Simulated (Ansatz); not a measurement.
Ba: clamped-ion strain scan

Theory: Ansatz 0.2.0, DFT PBE, scalar-relativistic, plane waves, PAW. Cutoff 420 eV, Γ-centred 18×18×18 k-points, Gaussian smearing of 0.15 eV. No spin polarisation. Energies are free energies at this smearing, counted from the undisturbed cell; pressure is positive in compression.

Zero of the scan (relaxed at this level):

```yaml
crystal:
  lattice:
    - [-2.51009, 2.51009, 2.51009]
    - [2.51009, -2.51009, 2.51009]
    - [2.51009, 2.51009, -2.51009]
  atoms:
    - { symbol: Ba, position: [0.00000, 0.00000, 0.00000] }
```

The cell is strained by ε times the Voigt pattern (0, 0, 0, 0, 1, 0) (xx, yy, zz, yz, xz, xy; engineering shear) with fractional coordinates fixed. The cell is metallic on the mesh throughout.

| ε | ΔE (meV/atom) | stress summed along the pattern (GPa, tension positive) | pressure (GPa) |
| --- | --- | --- | --- |
| -0.0400 | 3.3 | -0.41 | 0.0 |
| -0.0200 | 0.8 | -0.21 | 0.0 |
| 0.0000 | 0.0 | 0.00 | 0.0 |
| 0.0050 | 0.1 | ? | 0.0 |
| 0.0100 | ? | ? | 0.0 |
| 0.0150 | 0.5 | 0.16 | 0.0 |
| 0.0250 | 1.3 | 0.26 | 0.0 |
| 0.0300 | 1.8 | 0.31 | 0.0 |
| 0.0350 | 2.5 | 0.36 | 0.0 |

By symmetry 0.0400 repeats -0.0400, -0.0300 repeats 0.0300, 0.0200 repeats -0.0200, -0.0100 repeats 0.0100 in energy; the slope of the energy along the path changes sign there.

Problem. Give the withheld values.

Solution. stress summed along the pattern (GPa, tension positive) at ε = 0.0050: 0.05; ΔE (meV/atom) at ε = 0.0100: 0.2; stress summed along the pattern (GPa, tension positive) at ε = 0.0100: 0.10.